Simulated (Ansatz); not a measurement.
Method: Ansatz, DFT PBE, scalar-relativistic, plane waves, PAW. All cells share a 420 eV cutoff and Γ-centred k meshes spaced at most about 0.3 Å⁻¹ (about 0.25 or finer for metals, 2π included). No spin polarisation.

These are static total energies at zero pressure.

Two forms of Cd₄InO were relaxed alike.

A.

```yaml
crystal:
  lattice:
    - [0.00000, 4.54548, 4.54548]
    - [4.54548, 0.00000, 4.54548]
    - [4.54548, 4.54548, 0.00000]
  atoms:
    - { symbol: Cd, position: [0.63810, 0.63810, 0.63810] }
    - { symbol: Cd, position: [0.08570, 0.63810, 0.63810] }
    - { symbol: Cd, position: [0.63810, 0.63810, 0.08570] }
    - { symbol: Cd, position: [0.63810, 0.08570, 0.63810] }
    - { symbol: In, position: [0.00000, 0.00000, 0.00000] }
    - { symbol: O, position: [0.50000, 0.50000, 0.50000] }
```

B.

```yaml
crystal:
  lattice:
    - [3.10142, 0.00000, 0.00000]
    - [0.00000, 3.10142, 0.00000]
    - [0.00000, 0.00000, 13.25522]
  atoms:
    - { symbol: Cd, position: [0.50000, 0.50000, 0.31812] }
    - { symbol: Cd, position: [0.50000, 0.50000, 0.89344] }
    - { symbol: Cd, position: [0.50000, 0.50000, 0.10656] }
    - { symbol: Cd, position: [0.50000, 0.50000, 0.68188] }
    - { symbol: In, position: [0.00000, 0.00000, 0.50000] }
    - { symbol: O, position: [0.00000, 0.00000, 0.00000] }
```

**Question.** Which would you expect to be lower, and how large is the difference?

**Answer.** B is lower, by 93 meV/atom. A has space group F-43m (No. 216), 31.3 Å³/atom and no gap on its mesh; B has space group P4/mmm (No. 123), 21.2 Å³/atom and no gap. Counting Cd or In atoms around O (for each partner element, those within 1.25 times its shortest distance or 1.15 times the sum of covalent radii, where it is the nearest in units of that sum or under 1.3; the shortest distance is added where it is long for a bond), A has O 4 and B has O 8 from 2.6 Å. The denser one is the lower, and pressure would at first widen the difference. Both come from invented guesses.

Cells relaxed within their symmetry can be saddle points.
